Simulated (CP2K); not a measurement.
## BaTiO3 in CP2K: the effect of Hubbard term

BaTiO3:

```
CELL_PARAMETERS angstrom
3.99980 0.00000 0.00000
0.00000 3.99980 0.00000
0.00000 0.00000 4.01800
ATOMIC_POSITIONS crystal
Ba 0.00000 0.00000 0.00000
Ti 0.50000 0.50000 0.49000
O 0.00000 0.50000 0.51700
O 0.50000 0.00000 0.51700
O 0.50000 0.50000 0.01900
```

Alike in all runs:

```yaml
Program: CP2K 2026.2
Task: projected density of states
Functional: PBE
Potentials_or_basis: GTH_POTENTIALS Ba GTH-PBE-q10, Ti GTH-PBE-q12, O GTH-PBE-q6; DZVP-MOLOPT-SR-GTH basis
Density_cutoff: 8163 eV
k_mesh: 5 × 5 × 5
Occupations: fermi-dirac, width 0.05 eV
Spin: no spin polarisation
SCF_solver: diagonalisation with k points
Quickstep_method: GPW
EPS_DEFAULT: 1.0E-9
EPS_SCF: 1.0E-6
MAX_SCF: 100
SCF_GUESS: ATOMIC
k_points_reduced_by_the_point_group: yes
Mesh_centred_on_Gamma: yes
```

```tsv
Hubbard term	gap on the mesh (eV)
none	?
Ti d U = 2.0 eV	2.06
Ti d U = 4.0 eV	2.26
Ti d U = 6.0 eV	2.45
Ti d U = 8.0 eV	2.65
```

Question: What does the run with Hubbard term none give?

Answer: gap on the mesh 1.86 eV.

Worked out: A straight line through the other rows of the gap on the mesh, of slope 0.098 eV per eV, extrapolates to 1.86 eV, against the run's 1.86.

Caveats: spin-orbit coupling is left out, which moves the levels of the heavy elements; an odd mesh through Γ misses points on the zone boundary, where band edges often lie; the basis of atomic orbitals isn't converged, which shifts pressures, moduli and gaps; this program's U acts on Mulliken populations of all basis functions of the shell, so it isn't the U of plane-wave codes (some runs); energies scatter by some meV and the pressure isn't listed (some runs).
